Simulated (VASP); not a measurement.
# Sr (Fm-3m) in VASP: settings compared

Aim: see how the results for Sr move with the level of theory and the settings. Levels: PBE, PBEsol. Tasks: single point.

All numbers are computed with VASP 6.6.1; they aren't measurements. Logs are shortened: lines on timing, memory, paths and dates and some standing lists are left out, and cuts for length are marked.

## 1. Starting point

It takes space group Fm-3m (No. 225, cubic). Conventional cell: a = 6.022 Å, b = 6.022 Å, c = 6.022 Å, α = 90.00°, β = 90.00°, γ = 90.00°. Around Sr (site symmetry m-3m) lie 12 Sr at 4.26 Å.

## 2. Single point, PBE

Contents of INCAR:

```
SYSTEM = Sr
ALGO = Normal ; EDIFF = 1E-6
ENCUT = 300 ; GGA = PE
ISIF = 2 ; ISMEAR = 1
KPAR = 4 ; LASPH = .TRUE.
LCHARG = .FALSE. ; LREAL = .FALSE.
LWAVE = .FALSE. ; NBANDS = 11
NELM = 120 ; PREC = Accurate
SIGMA = 0.1
```

Contents of KPOINTS:

```
k-points
0
G
  12 12 12
  0 0 0
```

Contents of POSCAR:

```
Sr                                      
1.0
    0.0000000000      3.0108223025      3.0108223025
    3.0108223025     -0.0000000000      3.0108223025
    3.0108223025      3.0108223025     -0.0000000000
  Sr            
     1
Direct
     0.0000000000000000    0.0000000000000000    0.0000000000000000
```

Potentials or basis: VASP PAW PBE potentials, release 64 (Sr_sv).

On the command line:

```console
> cat potpaw_PBE.64/Sr_sv/POTCAR > POTCAR
> mpirun -np 4 vasp_std > vasp.out
```

OUTCAR:

```text
SYSTEM = Sr
   EDIFF = 1E-6
   ENCUT = 300
   GGA = PE
   ISIF = 2
   ISMEAR = 1
   LASPH = .TRUE.
   LREAL = .FALSE.
   NELM = 120
   PREC = Accurate

 ion  position               nearest neighbor table
   1  0.000  0.000  0.000-

  LATTYP: Found a face centered cubic cell.
 ALAT       =     6.0216446050

  Lattice vectors:

 A1 = (   0.0000000000,   3.0108223025,   3.0108223025)
 A2 = (   3.0108223025,   0.0000000000,   3.0108223025)
 A3 = (   3.0108223025,   3.0108223025,   0.0000000000)

Analysis of symmetry for initial positions (statically):
=====================================================================
 Subroutine PRICEL returns:
 Original cell was already a primitive cell.

 Routine SETGRP: Setting up the symmetry group for a
 face centered cubic supercell.

 Subroutine GETGRP returns: Found 48 space group operations
 (whereof 48 operations were pure point group operations)
 out of a pool of 48 trial point group operations.

The static configuration has the point symmetry O_h .

Analysis of symmetry for dynamics (positions and initial velocities):
=====================================================================
 Subroutine PRICEL returns:
 Original cell was already a primitive cell.

 Routine SETGRP: Setting up the symmetry group for a
 face centered cubic supercell.

 Subroutine GETGRP returns: Found 48 space group operations
 (whereof 48 operations were pure point group operations)
 out of a pool of 48 trial point group operations.

The dynamic configuration has the point symmetry O_h .

 Subroutine INISYM returns: Found 48 space group operations
 (whereof 48 operations are pure point group operations),
 and found     1 'primitive' translations

----------------------------------------------------------------------------------------

                                     Primitive cell

  volume of cell :      54.5865

  direct lattice vectors                    reciprocal lattice vectors
     0.000000000  3.010822302  3.010822302    -0.166067589  0.166067589  0.166067589
     3.010822302  0.000000000  3.010822302     0.166067589 -0.166067589  0.166067589
     3.010822302  3.010822302  0.000000000     0.166067589  0.166067589 -0.166067589

  length of vectors
     4.257945734  4.257945734  4.257945734     0.287637501  0.287637501  0.287637501

  position of ions in fractional coordinates (direct lattice)
[... 82 lines left out ...]
   NFREE  =      0    steps in history (QN), initial steepest desc. (CG)
   ISIF   =      2    stress and relaxation
   ISYM   =      2    0-nonsym 1-usesym 2-fastsym
   POTIM  = 0.5000    time-step for ionic-motion
   TEBEG  =    0.0;   TEEND  =   0.0 temperature during run
   PSTRESS=    0.0 pullay stress
   NELECT =      10.0000    total number of electrons
   NUPDOWN=      -1.0000    fix difference up-down
   EMIN   =  10.00;   EMAX   =-10.00  energy-range for DOS
   EFERMI =   0.00;   METHOD = LEGACY
   ISMEAR =     1;   SIGMA  =   0.10  broadening in eV -4-tet -1-fermi 0-gaus
   EFERMI_NEDOS =   21; number of points for ismear=-14 and -15
   IALGO  =     38    algorithm
   IMIX   =      4    mixing-type and parameters
     AMIX     =   0.40;   BMIX     =  1.00
     AMIX_MAG =   1.60;   BMIX_MAG =  1.00
  volume/ion in A,a.u.               =      54.59       368.37
  Fermi-wavevector in a.u.,A,eV,Ry     =   0.929779  1.757027 11.762085  0.864489
  Thomas-Fermi vector in A             =   2.056098
   LORBIT       =      0    0 simple, 1 ext, 2 COOP (PROOUT), +10 PAW based schemes
   GGA     = PE    functional components
   LHFCALC =     F    Hartree Fock is set to
   AEXX    =    0.0000 exact exchange contribution
   IVDW    =     0    specifies the selected vdW correction
   LEPSILON=     F    determine dielectric tensor
   LRPA    =     F    only Hartree local field effects (RPA)
 non-spin polarized calculation
 Methfessel and Paxton  Order N= 1 SIGMA  =   0.10
  energy-cutoff  :      300.00
  volume of cell :       54.59
 maximum number of plane-waves:       656
   NGX = 13   NGY = 13   NGZ = 13

 number of electron      10.0000000 magnetization

 Free energy of the ion-electron system (eV)
  ---------------------------------------------------
  ext. energy  EPLUGINS =         0.00000000
  ---------------------------------------------------
  free energy    TOTEN  =        -1.63731452 eV

  energy without entropy =       -1.63669852  energy(sigma->0) =       -1.63710919

 E-fermi :   1.6111     XC(G=0):  -7.3727

 val. band max:        1.6015081140   @ k =  -0.3333   0.3333   0.1667
 cond. band min:       1.6183546504   @ k =  -0.4167   0.2500   0.0000
 fundamental gap:      0.0168465364
 Fermi energy:         1.6110583621

 k-point     1 :       0.0000    0.0000    0.0000
  band No.  band energies     occupation
      1     -34.9920      2.00000
      2     -16.8775      2.00000
      3     -16.8775      2.00000
      4     -16.8775      2.00000
      5      -2.0483      2.00000
      6       3.9628      0.00000
      7       3.9628      0.00000
      8       3.9628      0.00000
      9       5.4408      0.00000
     10       5.4408      0.00000
     11       8.7363      0.00000
[... 309 lines left out ...]
 k-point    24 :      -0.4167    0.1667    0.0000
  band No.  band energies     occupation
      1     -34.9762      2.00000
      2     -17.0597      2.00000
      3     -16.9414      2.00000
      4     -16.9123      2.00000
      5       0.8404      2.00000
      6       1.7030     -0.02928
      7       3.2066     -0.00000
      8       4.1281      0.00000
      9       6.1872      0.00000
     10       6.4546      0.00000
     11       7.1376      0.00000

 [... further k-points ...]

------------------------ aborting loop because EDIFF is reached ----------------------------------------

  FORCE on cell =-STRESS in cart. coord.  units (eV):
  Direction    XX          YY          ZZ          XY          YZ          ZX
  --------------------------------------------------------------------------------------
  -------------------------------------------------------------------------------------
  Total       -0.0300853     -0.0300853     -0.0300853     -0.0000000     -0.0000000      0.0000000
  in kB       -0.8830372     -0.8830372     -0.8830372     -0.0000000     -0.0000000      0.0000000
  external PRESSURE =      -0.8830372 kB  Pullay stress =       0.0000000 kB

 VOLUME and BASIS-vectors are now :
 -----------------------------------------------------------------------------
  energy-cutoff  :      300.00
  volume of cell :       54.59
      direct lattice vectors                 reciprocal lattice vectors
     0.000000000  3.010822302  3.010822302    -0.166067589  0.166067589  0.166067589
     3.010822302  0.000000000  3.010822302     0.166067589 -0.166067589  0.166067589
     3.010822302  3.010822302  0.000000000     0.166067589  0.166067589 -0.166067589

 POSITION                                       TOTAL-FORCE (eV/Angst)
 -----------------------------------------------------------------------------------
      0.00000      0.00000      0.00000         0.000000      0.000000      0.000000
 -----------------------------------------------------------------------------------
    total drift:                                0.000000      0.000000      0.000000

  FREE ENERGIE OF THE ION-ELECTRON SYSTEM (eV)
  ---------------------------------------------------
  free  energy   TOTEN  =        -1.6373145179 eV

  energy  without entropy=       -1.6366985222  energy(sigma->0) =       -1.63710919
```

Run time: 2.2 s. Hardware: 4 MPI ranks of Intel Xeon 6975P-C (Granite Rapids), shared host; peak memory 0.13 GiB.

Results:

* Free energy: -1.6373 eV
* Pressure: -0.1 GPa
* Band gap on the k mesh: none (metal or under the smearing width)

Levels at points of the mesh, in eV from the Fermi level:
| k point | band 1 | band 2 | band 3 | band 4 | band 5 | band 6 | band 7 | band 8 | band 9 | band 10 |
| --- | --- | --- | --- | --- | --- | --- | --- | --- | --- | --- |
| (0.00, 0.00, 0.00) | -36.60 | -18.49 | -18.49 | -18.49 | -3.66 | 2.35 | 2.35 | 2.35 | 3.83 | 3.83 |
| (0.50, 0.00, 0.00) | -36.59 | -18.69 | -18.52 | -18.52 | -1.12 | 0.07 | 2.19 | 2.19 | 4.88 | 4.88 |
| (0.50, 0.50, 0.00) | -36.58 | -18.68 | -18.56 | -18.56 | -0.65 | 0.34 | 1.07 | 4.89 | 5.19 | 5.19 |

## 3. Single point, PBE

Edit INCAR of step 2 so:

```diff
@@ -2,3 +2,3 @@
 ALGO = Normal ; EDIFF = 1E-6
-ENCUT = 300 ; GGA = PE
+ENCUT = 600 ; GGA = PE
 ISIF = 2 ; ISMEAR = 1
```

KPOINTS is that of step 2.

POSCAR is that of step 2.

Potentials or basis: VASP PAW PBE potentials, release 64 (Sr_sv).

On the command line:

```console
> cat potpaw_PBE.64/Sr_sv/POTCAR > POTCAR
> mpirun -np 4 vasp_std > vasp.out
```

Wall time 6.7 s (4 MPI ranks of Intel Xeon 6975P-C (Granite Rapids), shared host); peak memory 0.22 GiB.

The run converged. Its results:

- Free energy: -1.6364 eV
- Pressure: 0.0 GPa
- Band gap on the k mesh: none (metal or under the smearing width)

Levels at points of the mesh, in eV from the Fermi level:
```
           k point  band 2  band 3  band 4  band 5  band 6  band 7  band 8  band 9
(0.00, 0.00, 0.00)  -18.49  -18.49  -18.49   -3.66    2.35    2.35    2.35    3.83
(0.50, 0.00, 0.00)  -18.69  -18.52  -18.52   -1.12    0.07    2.19    2.19    4.88
(0.50, 0.50, 0.00)  -18.68  -18.56  -18.56   -0.65    0.34    1.07    4.88    5.18
```

## 4. Single point, PBEsol

Edit INCAR of step 3 so:

```diff
@@ -2,3 +2,3 @@
 ALGO = Normal ; EDIFF = 1E-6
-ENCUT = 600 ; GGA = PE
+ENCUT = 300 ; GGA = PS
 ISIF = 2 ; ISMEAR = 1
```

KPOINTS is that of step 3.

POSCAR is that of step 3.

On the command line:

```console
> cat potpaw_PBE.64/Sr_sv/POTCAR > POTCAR
> mpirun -np 4 vasp_std > vasp.out
```

Wall time 2.3 s (4 MPI ranks of Intel Xeon 6975P-C (Granite Rapids), shared host); peak memory 0.13 GiB.

It converged, with:

```yaml
Free_energy: -1.8362 eV
Pressure: -0.7 GPa
Band_gap_on_the_k_mesh: none (metal or under the smearing width)
```

Levels at points of the mesh, in eV from the Fermi level:
```csv
k point,band 3,band 4,band 5,band 6,band 7,band 8
"(0.00, 0.00, 0.00)",-18.43,-18.43,-3.68,2.34,2.34,2.34
"(0.50, 0.00, 0.00)",-18.45,-18.45,-1.15,0.08,2.18,2.18
"(0.50, 0.50, 0.00)",-18.50,-18.50,-0.66,0.33,1.07,4.89
```

Caveat: the PAW data sets were made with another functional, which shifts forces and pressure a little.

## 5. Single point, PBEsol

Edit INCAR of step 4 so:

```diff
@@ -2,3 +2,3 @@
 ALGO = Normal ; EDIFF = 1E-6
-ENCUT = 300 ; GGA = PS
+ENCUT = 600 ; GGA = PS
 ISIF = 2 ; ISMEAR = 1
```

KPOINTS is that of step 4.

POSCAR is that of step 4.

On the command line:

```console
> cat potpaw_PBE.64/Sr_sv/POTCAR > POTCAR
> mpirun -np 4 vasp_std > vasp.out
```

Wall time 6.5 s (4 MPI ranks of Intel Xeon 6975P-C (Granite Rapids), shared host); peak memory 0.23 GiB.

The run converged. Its results:

```
Free energy            : -1.8339 eV
Pressure               : -0.6 GPa
Band gap on the k mesh : none (metal or under the smearing width)
```

Levels at points of the mesh, in eV from the Fermi level:
```csv
k point,band 3,band 4,band 5,band 6,band 7,band 8
"(0.00, 0.00, 0.00)",-18.43,-18.43,-3.68,2.34,2.34,2.34
"(0.50, 0.00, 0.00)",-18.45,-18.45,-1.15,0.08,2.18,2.18
"(0.50, 0.50, 0.00)",-18.50,-18.50,-0.66,0.32,1.07,4.89
```

Caveat: the PAW data sets were made with another functional, which shifts forces and pressure a little.

## 6. The runs side by side

| level | cutoff (eV) | gap on the mesh (eV) | pressure (GPa) |
| --- | --- | --- | --- |
| PBE | 300 | none | -0.1 |
| PBE | 600 | none | 0.0 |
| PBEsol | 300 | none | -0.7 |
| PBEsol | 600 | none | -0.6 |

Alike in all rows: task single point; potentials or basis VASP PAW PBE potentials, release 64 (Sr_sv); no spin polarisation; cell as given; k mesh 12 × 12 × 12; smearing methfessel-paxton 0.1 eV.

Every run on the cell as given and a fine mesh finds a metal. The pressure there spans -0.7 GPa (PBEsol) to 0.0 GPa (PBE); a positive pressure means that this level wants a larger cell, a negative one a smaller.

Caveats: the PAW data sets were made with another functional, which shifts forces and pressure a little (some runs).

Absolute energies hang on the potentials; compare differences alone.
